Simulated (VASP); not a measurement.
**A VASP 6.6.1 single-point calculation on InSb**

INCAR

```
NSW = 0
GGA = PE
ISMEAR = -1
PREC = Accurate
LREAL = .FALSE.
SIGMA = 0.02
LCHARG = .FALSE.
ISIF = 2
EDIFF = 1E-7
LWAVE = .FALSE.
NELM = 60
LASPH = .TRUE.
NBANDS = 16
IBRION = -1
ENCUT = 520
```

KPOINTS

```
KPOINTS created by Atomic Simulation Environment
0
Gamma
6 6 6
0 0 0
```

POSCAR

```
In Sb
 1.0000000000000000
     0.0000000000000000    3.2139227572000002    3.3432541018999999
     3.2139227572000002    0.0000000000000000    3.3432541018999999
     3.2139227572000002    3.2139227572000002    0.0000000000000000
 In  Sb
   1   1
Cartesian
  0.0000000000000000  0.0000000000000000  0.0000000000000000
  1.6069613785999999  1.6069613785999999  1.6716270509499997
```

The recommended PBE PAW datasets give the neutral cell 18 valence electrons.

Command

```
mpirun -np 1 vasp_std
```

OSZICAR

```
N       E                     dE             d eps       ncg     rms          rms(c)
DAV:   1     0.112547003722E+03    0.11255E+03   -0.78701E+03   960   0.112E+03
DAV:   2    -0.440950336315E-02   -0.11255E+03   -0.10916E+03  1096   0.277E+02
DAV:   3    -0.680258106913E+01   -0.67982E+01   -0.67799E+01  1200   0.704E+01
DAV:   4    -0.699744395872E+01   -0.19486E+00   -0.19483E+00  1240   0.139E+01
DAV:   5    -0.700775898965E+01   -0.10315E-01   -0.10315E-01  1432   0.250E+00    0.407E+00
DAV:   6    -0.690912524198E+01    0.98634E-01   -0.15470E-01  1400   0.594E+00    0.237E+00
DAV:   7    -0.689571054007E+01    0.13415E-01   -0.69387E-02  1304   0.241E+00    0.620E-01
DAV:   8    -0.689681195434E+01   -0.11014E-02   -0.77859E-03  1248   0.101E+00    0.253E-01
DAV:   9    -0.689749794504E+01   -0.68599E-03   -0.99647E-04  1184   0.268E-01    0.786E-02
DAV:  10    -0.689753983340E+01   -0.41888E-04   -0.50903E-05  1328   0.473E-02    0.402E-02
DAV:  11    -0.689758328471E+01   -0.43451E-04   -0.79685E-05  1136   0.567E-02    0.259E-02
DAV:  12    -0.689758478220E+01   -0.14975E-05   -0.14636E-06  1224   0.770E-03    0.698E-03
DAV:  13    -0.689758526684E+01   -0.48464E-06   -0.14507E-06  1168   0.767E-03    0.401E-03
DAV:  14    -0.689758504228E+01    0.22456E-06   -0.51048E-08  1056   0.138E-03    0.123E-03
DAV:  15    -0.689758505790E+01   -0.15620E-07   -0.15560E-08   832   0.978E-04
   1 F= -.68975851E+01 E0= -.68974567E+01  d E =-.256798E-03
```

From OUTCAR

```
k-points           NKPTS =     30   k-points in BZ     NKDIM =     30   number of bands    NBANDS=     16

   NELECT =      18.0000    total number of electrons

   dimension x,y,z NGX =    36 NGY =   36 NGZ =   36
   dimension x,y,z NGXF=    72 NGYF=   72 NGZF=   72

  energy-cutoff  :      520.00
  volume of cell :       69.07
      direct lattice vectors                 reciprocal lattice vectors
     0.000000000  3.213922757  3.343254102    -0.155573123  0.155573123  0.149554890
     3.213922757  0.000000000  3.343254102     0.155573123 -0.155573123  0.149554890
     3.213922757  3.213922757  0.000000000     0.155573123  0.155573123 -0.149554890

 k-points in reciprocal lattice and weights: KPOINTS created by Atomic Simulation Env
   0.00000000  0.00000000  0.00000000       0.005
   0.16666667  0.00000000  0.00000000       0.037
   0.33333333  0.00000000  0.00000000       0.037
   0.50000000 -0.00000000  0.00000000       0.019
   0.16666667  0.16666667  0.00000000       0.009
   0.33333333  0.16666667  0.00000000       0.037
   0.50000000  0.16666667  0.00000000       0.037
  -0.33333333  0.16666667  0.00000000       0.037
   ...

 E-fermi :   5.0156

 k-point     1 :       0.0000    0.0000    0.0000
  band No.  band energies     occupation
      1      -9.6368      2.00000
      2      -9.6284      2.00000
      3      -9.6284      2.00000
      4      -9.5539      2.00000
      5      -9.5485      2.00000
      6      -5.6676      2.00000
      7       4.6573      2.00000
      8       4.8099      1.99993
      9       5.0156      1.00004
     10       5.0156      1.00003
     11       7.8837      0.00000
     12       7.8837      0.00000
     13       7.9730      0.00000
     14      10.6672      0.00000
     15      12.8667      0.00000
     16      13.3361      0.00000

 k-point     2 :       0.1667    0.0000    0.0000
  band No.  band energies     occupation
      1      -9.6430      2.00000
      2      -9.6281      2.00000
      3      -9.6234      2.00000
      4      -9.5545      2.00000
      5      -9.5483      2.00000
      6      -5.4244      2.00000
      7       2.4825      2.00000
      8       4.5357      2.00000
      9       4.7083      2.00000
     10       5.8821      0.00000
     11       8.3167      0.00000
     12       8.3434      0.00000
     13       8.6872      0.00000
     14      11.7249      0.00000
     15      12.1203      0.00000
     16      12.4181      0.00000

 k-point     3 :       0.3333    0.0000    0.0000
  band No.  band energies     occupation
      1      -9.6643      2.00000
      2      -9.6197      2.00000
      3      -9.6147      2.00000
      4      -9.5546      2.00000
      5      -9.5465      2.00000
      6      -4.7969      2.00000
      7       0.3786      2.00000
      8       4.0364      2.00000
      9       4.2684      2.00000
     10       5.6020      0.00000
     11       8.6944      0.00000
     12       8.8198      0.00000
     13      10.7111      0.00000
     14      11.6531      0.00000
     15      12.6520      0.00000
     16      12.7178      0.00000

 ...

  Total        1.1800391      1.1800391      0.7135481      0.0000000      0.0000000      0.0000000
  in kB       27.3739030     27.3739030     16.5525000      0.0000000      0.0000000      0.0000000
  external PRESSURE =      23.7667686 kB  Pullay stress =       0.0000000 kB

 POSITION                                       TOTAL-FORCE (eV/Angst)
 -----------------------------------------------------------------------------------
      0.00000      0.00000      0.00000        -0.000000     -0.000000      0.000000
      1.60696      1.60696      1.67163         0.000000      0.000000     -0.000000
 -----------------------------------------------------------------------------------
    total drift:                               -0.000000     -0.000000     -0.000000

  FREE ENERGIE OF THE ION-ELECTRON SYSTEM (eV)
  ---------------------------------------------------
  free  energy   TOTEN  =        -6.8975850579 eV

  energy  without entropy=       -6.8973282602  energy(sigma->0) =       -6.89745666
```

It converged. Results: gap between bands v and c on the k mesh 0.00 eV; least direct gap on the k mesh 0.00 eV; pressure 2.4 GPa. Band v is the last that the valence electrons fill when counted band by band, and c is the next.

For comparison, a separate PBE run of the intended cell, on usual settings and not on those above, gives a gap of 0.00 eV on its mesh and a pressure of 2.4 GPa.

The run above took about 39 s on one core of a shared host (Intel Xeon Platinum 8488C) and held 0.21 GiB at most.
